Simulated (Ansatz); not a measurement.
CSi, ordered on the diamond lattice (R-3m) with 4 atoms a cell, relaxed with r2SCAN in Ansatz. It is trigonal, R-3m (No. 166); conventional cell a = 3.083 Å, c = 15.964 Å, 10.95 Å³ an atom. C is surrounded by 1 C at 1.62 Å and 3 Si at 1.90 Å; Si is surrounded by 3 C at 1.90 Å and 1 Si at 2.38 Å.

The axes x, y and z are those of this cell:
```yaml
crystal:
  lattice:
    - [1.54159, 0.89004, 5.32123]
    - [-1.54159, 0.89004, 5.32123]
    - [0.00000, -1.78007, 5.32123]
  atoms:
    - { symbol: C, position: [0.44919, 0.44919, 0.44919] }
    - { symbol: Si, position: [0.92547, 0.92547, 0.92547] }
    - { symbol: Si, position: [0.07453, 0.07453, 0.07453] }
    - { symbol: C, position: [0.55081, 0.55081, 0.55081] }
```

Unstrained: PBE gives an indirect gap of 0.490 eV, from Γ to F; the least direct gap is 1.811 eV at F. r2SCAN gives an indirect gap of 0.687 eV, from Γ to F; the least direct gap is 2.105 eV at F. HSE06 gives an indirect gap of 1.262 eV, from Γ to F; the least direct gap is 2.645 eV at F. Meshes: PBE 10×10×10, r2SCAN 10×10×10, HSE06 6×6×6. Strains are changes of length per length. After each strain the atoms were relaxed again with r2SCAN within the symmetry that the strain leaves, so tilts or polar shifts that break it weren't tested; points keep the names that they have in the unstrained zone. The calculation is spin-unpolarised, and the structure need not be a phase that has been made.

(1) Apply biaxial +1.65 % in x and y, z held. How far does the gap move, against the unstrained cell?

(2) Apply isotropic +3.63 % on every length. How far does the gap move, against the unstrained cell?

Results:

(1) PBE: the gap goes from 0.490 to 0.689 eV (+0.199 eV); with r2SCAN the top three valence levels at Γ, grouped 2+1 from the top over 975 meV, become 2+1 over 796 meV. r2SCAN: the gap goes from 0.687 to 0.885 eV (+0.198 eV). HSE06: the gap goes from 1.262 to 1.460 eV (+0.198 eV). The r2SCAN energy rises by 10.3 meV an atom.

(2) PBE: the gap goes from 0.490 to 0.756 eV (+0.266 eV); with r2SCAN the top three valence levels at Γ, grouped 2+1 from the top over 975 meV, become 2+1 over 830 meV. r2SCAN: the gap goes from 0.687 to 0.942 eV (+0.255 eV). HSE06: the gap goes from 1.262 to 1.509 eV (+0.247 eV). The r2SCAN energy rises by 74.0 meV an atom.

The splittings at Γ are without spin-orbit coupling, which regroups them where it is of like size or larger.
